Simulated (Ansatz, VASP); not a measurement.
Pd: VASP beside Ansatz

```
CELL_PARAMETERS angstrom
0.00000 1.97261 1.97261
1.97261 0.00000 1.97261
1.97261 1.97261 0.00000
ATOMIC_POSITIONS crystal
Pd 0.00000 0.00000 0.00000
```

Alike in both runs: functional PBE; k mesh 19 × 19 × 19; occupations fermi-dirac, width 0.08 eV; no spin polarisation.

Ansatz relaxed the structure, and its values are those at the end. VASP's run is a single point on that final structure, the one shown.

|  | VASP | Ansatz |
| --- | --- | --- |
| version | VASP 6.6.1 | Ansatz 0.2.0 |
| potentials or method | VASP PAW PBE potentials, release 64 (Pd) | PAW with Ansatz's default frozen-core files, scalar-relativistic |
| plane-wave cutoff (eV) | 520 | 420 |
| valence electrons in the cell | 10 | 18 |

```tsv
	VASP	Ansatz	Ansatz less VASP
pressure (GPa)	-0.3	0.0	+0.28
```

The two sets of potentials don't hold the same shells in valence.
